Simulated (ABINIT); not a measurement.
Crystal: TiAl3.

```
Ti Al
1.0
    -1.91111    1.91111    4.28067
     1.91111   -1.91111    4.28067
     1.91111    1.91111   -4.28067
Ti Al
1 3
Direct
  0.00000 0.00000 0.00000
  0.25000 0.75000 0.50000
  0.75000 0.25000 0.50000
  0.50000 0.50000 0.00000
```

The cell comes from a database or a generator and needn't be the stable form of this composition.

Base run:

| Item | Value |
| --- | --- |
| Program | ABINIT 10.8.3 (patched build) |
| Functional | PBE |
| Potentials or basis | JTH PAW PBE v2.0 |
| Cutoff | 408 eV |
| k mesh | 10 × 10 × 10 |
| Occupations | fermi-dirac, width 0.05 eV |
| Spin | no spin polarisation |

Its results: band gap on the k mesh none (metal or under the smearing width); pressure 2.1 GPa.

**Question.** The run is repeated on the same cell with these changes: functional from PBE to PBEsol; potentials or basis from JTH PAW PBE v2.0 to PseudoDojo NC SR PBEsol v0.4.1 standard; cutoff from 408 eV to 1143 eV. What comes out?

**Answer.** Band gap on the k mesh none (metal or under the smearing width); pressure -0.6 GPa.

Not every run made on this cell is shown here.
